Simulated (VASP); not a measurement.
# Ca (Im-3m) in VASP: further runs

Runs on Ca. Level: PBEsol. Tasks: single point.

All numbers are computed with VASP 6.6.1; they aren't measurements. Logs are shortened: lines on timing, memory, paths and dates and some standing lists are left out, and cuts for length are marked.

## (1) Starting point

Symmetry: Im-3m, No. 229, cubic system. The conventional cell has a = 4.480 Å, b = 4.480 Å, c = 4.480 Å, α = 90.00°, β = 90.00°, γ = 90.00°. Around Ca (site symmetry m-3m) lie 8 Ca at 3.88 Å.

This isn't the form of Ca at room conditions, which is fcc.

## (2) Single point, PBEsol

File INCAR:

```
PREC = Accurate
ENCUT = 500
EDIFF = 1E-7
ISMEAR = 0
SIGMA = 0.02
LREAL = False
LASPH = True
NELM = 100
ALGO = Normal
ISIF = 2
LWAVE = False
LCHARG = True
GGA = PS
LELF = True
LVHAR = True
```

File KPOINTS:

```
regular mesh
0
Gamma
  8 8 8
```

File POSCAR:

```
Ca
1.0
   -2.2400000000      2.2400000000      2.2400000000
    2.2400000000     -2.2400000000      2.2400000000
    2.2400000000      2.2400000000     -2.2400000000
Ca
1
Direct
    0.0000000000      0.0000000000      0.0000000000
```

Potentials or basis: VASP PAW PBE potentials, release 64 (Ca_pv).

Run with:

```sh
> cat potpaw_PBE.64/Ca_pv/POTCAR > POTCAR
> mpirun -np 1 vasp_std > vasp.out
```

OUTCAR:

```text
PREC = Accurate
   ENCUT = 500
   EDIFF = 1E-7
   ISMEAR = 0
   LREAL = False
   LASPH = True
   NELM = 100
   ISIF = 2
   GGA = PS

 ion  position               nearest neighbor table
   1  0.000  0.000  0.000-

  LATTYP: Found a body centered cubic cell.
 ALAT       =     4.4800000000

  Lattice vectors:

 A1 = (  -2.2400000000,   2.2400000000,   2.2400000000)
 A2 = (   2.2400000000,  -2.2400000000,   2.2400000000)
 A3 = (   2.2400000000,   2.2400000000,  -2.2400000000)

Analysis of symmetry for initial positions (statically):
=====================================================================
 Subroutine PRICEL returns:
 Original cell was already a primitive cell.

 Routine SETGRP: Setting up the symmetry group for a
 body centered cubic supercell.

 Subroutine GETGRP returns: Found 48 space group operations
 (whereof 48 operations were pure point group operations)
 out of a pool of 48 trial point group operations.

The static configuration has the point symmetry O_h .

Analysis of symmetry for dynamics (positions and initial velocities):
=====================================================================
 Subroutine PRICEL returns:
 Original cell was already a primitive cell.

 Routine SETGRP: Setting up the symmetry group for a
 body centered cubic supercell.

 Subroutine GETGRP returns: Found 48 space group operations
 (whereof 48 operations were pure point group operations)
 out of a pool of 48 trial point group operations.

The dynamic configuration has the point symmetry O_h .

 Subroutine INISYM returns: Found 48 space group operations
 (whereof 48 operations are pure point group operations),
 and found     1 'primitive' translations

----------------------------------------------------------------------------------------

                                     Primitive cell

  volume of cell :      44.9577

  direct lattice vectors                    reciprocal lattice vectors
    -2.240000000  2.240000000  2.240000000     0.000000000  0.223214286  0.223214286
     2.240000000 -2.240000000  2.240000000     0.223214286  0.000000000  0.223214286
     2.240000000  2.240000000 -2.240000000     0.223214286  0.223214286  0.000000000

  length of vectors
     3.879793809  3.879793809  3.879793809     0.315672670  0.315672670  0.315672670

  position of ions in fractional coordinates (direct lattice)
     0.000000000  0.000000000  0.000000000

  ion indices of the primitive-cell ions
   primitive index   ion index
                 1           1

----------------------------------------------------------------------------------------

 KPOINTS: regular mesh

Automatic generation of k-mesh.
 Grid dimensions read from file:
 generate k-points for:    8    8    8

 Generating k-lattice:

  Cartesian coordinates                     Fractional coordinates (reciprocal lattice)
     0.000000000  0.027901786  0.027901786     0.125000000  0.000000000  0.000000000
     0.027901786  0.000000000  0.027901786     0.000000000  0.125000000  0.000000000
     0.027901786  0.027901786  0.000000000     0.000000000  0.000000000  0.125000000

  Length of vectors
     0.039459084  0.039459084  0.039459084

  Shift w.r.t. Gamma in fractional coordinates (k-lattice)
     0.000000000  0.000000000  0.000000000

 Subroutine IBZKPT returns following result:
 ===========================================

 Found     29 irreducible k-points:

 Following reciprocal coordinates:
            Coordinates               Weight
  0.000000  0.000000  0.000000      1.000000
  0.125000  0.000000  0.000000     12.000000
  0.250000  0.000000  0.000000     12.000000
  0.375000  0.000000  0.000000     12.000000
  0.500000  0.000000  0.000000      6.000000
  0.125000  0.125000  0.000000     24.000000
[... 21 lines left out ...]
  0.500000  0.500000  0.375000     12.000000
  0.500000  0.500000  0.500000      1.000000
   k-points           NKPTS =     29   k-points in BZ     NKDIM =     29   number of bands    NBANDS=      8
   number of dos      NEDOS =    301   number of ions     NIONS =      1
   total plane-waves  NPLWV =  21952
   dimension x,y,z NGX =    28 NGY =   28 NGZ =   28
   dimension x,y,z NGXF=    56 NGYF=   56 NGZF=   56
   ions per type =               1
   NGX,Y,Z   is equivalent  to a cutoff of  12.00, 12.00, 12.00 a.u.
   NGXF,Y,Z  is equivalent  to a cutoff of  24.00, 24.00, 24.00 a.u.
 SYSTEM =  unknown system
   PREC   = accura    normal or accurate (medium, high low for compatibility)
   ISTART =      0    job   : 0-new  1-cont  2-samecut
   ICHARG =      2    charge: 1-file 2-atom 10-const
   ISPIN  =      1    spin polarized calculation?
   LNONCOLLINEAR =      F non collinear calculations
   LSORBIT =      F    spin-orbit coupling
   LASPH  =      T    aspherical Exc in radial PAW
   ENCUT  =  500.0 eV  36.75 Ry    6.06 a.u.   7.07  7.07  7.07*2*pi/ulx,y,z
   NELM   =    100;   NELMIN=  2; NELMDL= -5     # of ELM steps
   EDIFF  = 0.1E-06   stopping-criterion for ELM
   LREAL  =      F    real-space projection
   EDIFFG = 0.1E-05   stopping-criterion for IOM
   NSW    =      0    number of steps for IOM
   IBRION =     -1    ionic relax: 0-MD 1-quasi-New 2-CG
   NFREE  =      0    steps in history (QN), initial steepest desc. (CG)
   ISIF   =      2    stress and relaxation
   ISYM   =      2    0-nonsym 1-usesym 2-fastsym
   POTIM  = 0.5000    time-step for ionic-motion
   TEBEG  =    0.0;   TEEND  =   0.0 temperature during run
   PSTRESS=    0.0 pullay stress
   NELECT =       8.0000    total number of electrons
   NUPDOWN=      -1.0000    fix difference up-down
   EMIN   =  10.00;   EMAX   =-10.00  energy-range for DOS
   EFERMI =   0.00;   METHOD = LEGACY
   ISMEAR =     0;   SIGMA  =   0.02  broadening in eV -4-tet -1-fermi 0-gaus
   EFERMI_NEDOS =   21; number of points for ismear=-14 and -15
   IALGO  =     38    algorithm
   IMIX   =      4    mixing-type and parameters
     AMIX     =   0.40;   BMIX     =  1.00
     AMIX_MAG =   1.60;   BMIX_MAG =  1.00
  volume/ion in A,a.u.               =      44.96       303.39
  Fermi-wavevector in a.u.,A,eV,Ry     =   0.920810  1.740079 11.536264  0.847892
  Thomas-Fermi vector in A             =   2.046157
   LORBIT       =      0    0 simple, 1 ext, 2 COOP (PROOUT), +10 PAW based schemes
   GGA     = PS    functional components
   LHFCALC =     F    Hartree Fock is set to
   AEXX    =    0.0000 exact exchange contribution
   IVDW    =     0    specifies the selected vdW correction
   LEPSILON=     F    determine dielectric tensor
   LRPA    =     F    only Hartree local field effects (RPA)
 non-spin polarized calculation
 Gauss-broadening in eV      SIGMA  =   0.02
  energy-cutoff  :      500.00
  volume of cell :       44.96
 maximum number of plane-waves:      1165
   NGX = 15   NGY = 15   NGZ = 15

 number of electron       8.0000002 magnetization

 Free energy of the ion-electron system (eV)
  ---------------------------------------------------
  ext. energy  EPLUGINS =         0.00000000
  ---------------------------------------------------
  free energy    TOTEN  =        -2.08091750 eV

  energy without entropy =       -2.08049361  energy(sigma->0) =       -2.08070555

 E-fermi :   1.9057     XC(G=0):  -7.5647

 val. band max:        1.8799513515   @ k =   0.5000   0.5000   0.2500
 cond. band min:       1.9118130829   @ k =   0.5000   0.5000   0.2500
 fundamental gap:      0.0318617314
 Fermi energy:         1.9056960558

 k-point     1 :       0.0000    0.0000    0.0000
  band No.  band energies     occupation
      1     -21.0840      2.00000
      2     -21.0840      2.00000
      3     -21.0840      2.00000
      4      -2.0407      2.00000
      5       4.1292      0.00000
      6       4.1292      0.00000
      7       4.1292      0.00000
      8       5.1320      0.00000

 k-point     2 :       0.1250    0.0000    0.0000
  band No.  band energies     occupation
      1     -21.1009      2.00000
      2     -21.0897      2.00000
      3     -21.0840      2.00000
      4      -1.7743      2.00000
      5       3.9742      0.00000
      6       4.0039      0.00000
      7       4.3263      0.00000
      8       4.9819      0.00000

 k-point     3 :       0.2500    0.0000    0.0000
  band No.  band energies     occupation
      1     -21.1412      2.00000
      2     -21.1034      2.00000
      3     -21.0838      2.00000
      4      -1.0141      2.00000
      5       3.4342      0.00000
      6       3.6392      0.00000
      7       4.8810      0.00000
      8       4.9550      0.00000

 k-point     4 :       0.3750    0.0000    0.0000
  band No.  band energies     occupation
      1     -21.1811      2.00000
      2     -21.1171      2.00000
      3     -21.0837      2.00000
      4       0.1033      2.00000
      5       2.5977      0.00000
      6       3.3460      0.00000
      7       5.0388      0.00000
      8       5.3072      0.00000

 k-point     5 :       0.5000    0.0000    0.0000
  band No.  band energies     occupation
      1     -21.1974      2.00000
      2     -21.1227      2.00000
      3     -21.0837      2.00000
      4       1.0438      2.00000
      5       1.8432      1.99999
      6       3.2341      0.00000
      7       5.0187      0.00000
      8       5.3803      0.00000

 k-point     6 :       0.1250    0.1250    0.0000
  band No.  band energies     occupation
      1     -21.1287      2.00000
      2     -21.0961      2.00000
      3     -21.0880      2.00000
      4      -1.2598      2.00000
      5       3.6589      0.00000
      6       3.7235      0.00000
      7       4.7096      0.00000
      8       4.8424      0.00000

 k-point     7 :       0.2500    0.1250    0.0000
  band No.  band energies     occupation
      1     -21.1644      2.00000
      2     -21.1125      2.00000
      3     -21.0895      2.00000
      4      -0.3089      2.00000
      5       3.0047      0.00000
      6       3.3848      0.00000
      7       4.9071      0.00000
      8       5.3154      0.00000

 k-point     8 :       0.3750    0.1250    0.0000
  band No.  band energies     occupation
      1     -21.1884      2.00000
      2     -21.1258      2.00000
      3     -21.0897      2.00000
      4       0.8631      2.00000
      5       2.1765      0.00000
      6       3.1740      0.00000
      7       4.9791      0.00000
      8       5.3698      0.00000

 k-point     9 :       0.2500    0.2500    0.0000
  band No.  band energies     occupation
      1     -21.1767      2.00000
      2     -21.1317      2.00000
      3     -21.0957      2.00000
      4       0.7396      2.00000
      5       2.5623      0.00000
      6       2.9886      0.00000
      7       5.0023      0.00000
      8       5.3009      0.00000

 k-point    10 :       0.3750    0.2500   -0.0000
  band No.  band energies     occupation
      1     -21.1763      2.00000
      2     -21.1462      2.00000
      3     -21.0972      2.00000
      4       1.7564      2.00000
      5       1.9600      0.00012
      6       2.7271      0.00000
      7       5.0727      0.00000
      8       5.3323      0.00000
[... 133 lines left out ...]
 k-point    23 :      -0.2500    0.2500    0.2500
  band No.  band energies     occupation
      1     -21.1426      2.00000
      2     -21.1242      2.00000
      3     -21.1242      2.00000
      4      -0.0803      2.00000
      5       3.3449      0.00000
      6       3.9891      0.00000
      7       3.9891      0.00000
      8       4.9352      0.00000

 k-point    24 :      -0.3750    0.3750    0.2500
  band No.  band energies     occupation
      1     -21.1689      2.00000
      2     -21.1388      2.00000
      3     -21.1268      2.00000
      4       0.9026      2.00000
      5       2.6633      0.00000
      6       3.9751      0.00000
      7       4.1449      0.00000
      8       5.1549      0.00000

 k-point    25 :       0.5000    0.5000    0.2500
  band No.  band energies     occupation
      1     -21.1821      2.00000
      2     -21.1448      2.00000
      3     -21.1255      2.00000
      4       1.8800      1.93131
      5       1.9118      0.66535
      6       3.9302      0.00000
      7       4.0072      0.00000
      8       5.5715      0.00000

 k-point    26 :      -0.3750    0.5000    0.2500
  band No.  band energies     occupation
      1     -21.1732      2.00000
      2     -21.1578      2.00000
      3     -21.1313      2.00000
      4       1.7413      2.00000
      5       2.2784      0.00000
      6       3.5828      0.00000
      7       4.7116      0.00000
      8       5.1572      0.00000

 k-point    27 :      -0.3750    0.3750    0.3750
  band No.  band energies     occupation
      1     -21.1631      2.00000
      2     -21.1540      2.00000
      3     -21.1540      2.00000
      4       1.5739      2.00000
      5       2.3917      0.00000
      6       4.5175      0.00000
      7       4.5175      0.00000
      8       4.8585      0.00000

 k-point    28 :       0.5000    0.5000    0.3750
  band No.  band energies     occupation
      1     -21.1712      2.00000
      2     -21.1603      2.00000
      3     -21.1547      2.00000
      4       1.9979      0.00000
      5       2.1091      0.00000
      6       4.4714      0.00000
      7       4.7228      0.00000
      8       5.6042      0.00000

 k-point    29 :       0.5000    0.5000    0.5000
  band No.  band energies     occupation
      1     -21.1667      2.00000
      2     -21.1667      2.00000
      3     -21.1667      2.00000
      4       2.0448      0.00000
      5       2.0448      0.00000
      6       5.5826      0.00000
      7       5.5826      0.00000
      8       5.5826      0.00000

------------------------ aborting loop because EDIFF is reached ----------------------------------------

  FORCE on cell =-STRESS in cart. coord.  units (eV):
  Direction    XX          YY          ZZ          XY          YZ          ZX
  --------------------------------------------------------------------------------------
  -------------------------------------------------------------------------------------
  Total       -0.4364392     -0.4364392     -0.4364392     -0.0000000      0.0000000     -0.0000000
  in kB      -15.5535771    -15.5535771    -15.5535771     -0.0000000      0.0000000     -0.0000000
  external PRESSURE =     -15.5535771 kB  Pullay stress =       0.0000000 kB

 VOLUME and BASIS-vectors are now :
 -----------------------------------------------------------------------------
  energy-cutoff  :      500.00
  volume of cell :       44.96
      direct lattice vectors                 reciprocal lattice vectors
    -2.240000000  2.240000000  2.240000000     0.000000000  0.223214286  0.223214286
     2.240000000 -2.240000000  2.240000000     0.223214286  0.000000000  0.223214286
     2.240000000  2.240000000 -2.240000000     0.223214286  0.223214286  0.000000000

 POSITION                                       TOTAL-FORCE (eV/Angst)
 -----------------------------------------------------------------------------------
      0.00000      0.00000      0.00000         0.000000      0.000000      0.000000
 -----------------------------------------------------------------------------------
    total drift:                               -0.000000     -0.000000     -0.000000

  FREE ENERGIE OF THE ION-ELECTRON SYSTEM (eV)
  ---------------------------------------------------
  free  energy   TOTEN  =        -2.0809175018 eV

  energy  without entropy=       -2.0804936069  energy(sigma->0) =       -2.08070555
```

Wall time 13 s (1 thread of Intel Xeon Platinum 8375C at 2.90GHz (Ice Lake), shared host); peak memory 0.15 GiB.

Results:

```
Free energy            : -2.0809 eV
Pressure               : -1.6 GPa
Band gap on the k mesh : none (metal or under the smearing width)
```

Caveat: the PAW data sets were made with another functional, which shifts forces and pressure a little.

## (3) Single point, PBEsol

File run.py:

```python
from ase.calculators.vasp import Vasp
from ase.dft.bandgap import bandgap
from ase.io import read

atoms = read('Ca.xyz')
calc = Vasp(
    directory='calc',
    xc='pbesol',
    pp='PBE',
    setups='minimal',
    prec='Accurate',
    encut=500,
    ediff=1e-07,
    ismear=0,
    sigma=0.02,
    lreal=False,
    lasph=True,
    nelm=80,
    algo='Normal',
    isif=2,
    lwave=False,
    lcharg=True,
    lelf=True,
    lvhar=True,
    kpts=[8, 8, 8],
    gamma=True,
)
atoms.calc = calc

print('energy (eV):', atoms.get_potential_energy())
print('free energy (eV):', atoms.get_potential_energy(force_consistent=True))
print('forces (eV/A):')
print(atoms.get_forces())
print('stress (eV/A^3, Voigt):', atoms.get_stress())
print('Fermi level (eV):', calc.get_fermi_level())
gap, top, bottom = bandgap(calc)
print('band gap (eV):', gap, 'from (spin, k, band)', top, 'to', bottom)
```

File Ca.xyz:

```xyz
1
Lattice="-2.2400000000 2.2400000000 2.2400000000 2.2400000000 -2.2400000000 2.2400000000 2.2400000000 2.2400000000 -2.2400000000" Properties=species:S:1:pos:R:3 pbc="T T T"
Ca     0.0000000000      0.0000000000      0.0000000000
```

Potentials or basis: VASP PAW PBE potentials, release 64 (Ca_pv).

Run with:

```sh
> python run.py
```

Wall time 21 s (1 thread of Intel Xeon Platinum 8375C at 2.90GHz (Ice Lake), shared host); peak memory 0.15 GiB.

Results (log left out):

```
Free energy            : -2.0809 eV
Pressure               : -1.6 GPa
Band gap on the k mesh : none (metal or under the smearing width)
```

Levels at points of the mesh, in eV from the Fermi level:
```csv
k point,band 2,band 3,band 4,band 5,band 6,band 7
"(0.00, 0.00, 0.00)",-22.99,-22.99,-3.95,2.22,2.22,2.22
"(0.50, 0.00, 0.00)",-23.03,-22.99,-0.86,-0.06,1.33,3.11
"(0.50, 0.50, 0.50)",-23.07,-23.07,0.14,0.14,3.68,3.68
```

Caveat: the PAW data sets were made with another functional, which shifts forces and pressure a little.

## (4) The reference run

An earlier run on the cell as given: functional PBE; potentials or basis VASP PAW PBE potentials, release 64 (Ca_sv); cutoff 520 eV; k mesh 8 × 8 × 8; occupations fermi-dirac, width 0.05 eV; no spin polarisation.

* Pressure: -1.0 GPa
* Band gap on the k mesh: none (metal or under the smearing width)
